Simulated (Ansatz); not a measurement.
Wurtzite LiF, relaxed with r2SCAN: 7 runs in Ansatz, each a construction of maximally localised Wannier functions. Space group P6_3mc (No. 186), hexagonal; conventional cell a = 3.081 Å, c = 4.785 Å, 9.83 Å³ an atom. Li has 4 F at 1.86–1.87 Å; F has 4 Li at 1.86–1.87 Å. (Calculated; spin-unpolarised; the phase may be known or hypothetical.)

```xyz
4
Lattice="3.0810 0.0000 0.0000 -1.5405 2.6682 0.0000 0.0000 0.0000 4.7853" Properties=species:S:1:pos:R:3 pbc="T T T"
Li    0.0000    1.7788   -0.0356
Li    1.5405    0.8894    2.3571
F     0.0000    1.7788    1.8301
F     1.5405    0.8894    4.2227
```

Windows count from the top of the filled bands; a dash means that no such window was set (without an outer window there is no disentanglement).

```json
{"functional": "PBE", "SCF mesh": "9×9×4", "trial orbitals": "F s, F p", "functions": "8", "mesh": "6×6×4", "window (eV)": "–", "frozen (eV)": "–", "Ω total (Å²)": "3.54", "Ω invariant (Å²)": "2.90", "largest spread (Å²)": "0.44", "least projectability": "0.97"}
{"functional": "PBE", "SCF mesh": "9×9×4", "trial orbitals": "F s, F p", "functions": "8", "mesh": "6×6×2", "window (eV)": "–", "frozen (eV)": "–", "Ω total (Å²)": "3.50", "Ω invariant (Å²)": "2.86", "largest spread (Å²)": "0.44", "least projectability": "0.97"}
{"functional": "PBE", "SCF mesh": "9×9×4", "trial orbitals": "F s, F p", "functions": "8", "mesh": "12×12×6", "window (eV)": "–", "frozen (eV)": "–", "Ω total (Å²)": "3.59", "Ω invariant (Å²)": "2.94", "largest spread (Å²)": "0.45", "least projectability": "0.97"}
{"functional": "PBE", "SCF mesh": "9×9×4", "trial orbitals": "F p", "functions": "6", "mesh": "6×6×4", "window (eV)": "–", "frozen (eV)": "–", "Ω total (Å²)": "3.44", "Ω invariant (Å²)": "3.43", "largest spread (Å²)": "0.58", "least projectability": "0.97"}
{"functional": "r2SCAN", "SCF mesh": "9×9×4", "trial orbitals": "F s, F p", "functions": "8", "mesh": "6×6×4", "window (eV)": "–", "frozen (eV)": "–", "Ω total (Å²)": "3.49", "Ω invariant (Å²)": "2.84", "largest spread (Å²)": "0.44", "least projectability": "0.98"}
{"functional": "HSE06", "SCF mesh": "6×6×4", "trial orbitals": "F s, F p", "functions": "8", "mesh": "6×6×4", "window (eV)": "–", "frozen (eV)": "–", "Ω total (Å²)": "3.44", "Ω invariant (Å²)": "2.81", "largest spread (Å²)": "0.43", "least projectability": "0.98"}
{"functional": "HSE06", "SCF mesh": "6×6×4", "trial orbitals": "F p", "functions": "6", "mesh": "6×6×4", "window (eV)": "–", "frozen (eV)": "–", "Ω total (Å²)": "3.34", "Ω invariant (Å²)": "3.33", "largest spread (Å²)": "0.56", "least projectability": "0.98"}
```

For F s, F p with PBE the spread goes 3.50 Å² (6×6×2), 3.54 Å² (6×6×4), 3.59 Å² (12×12×6): finite differences on a coarse mesh understate it.
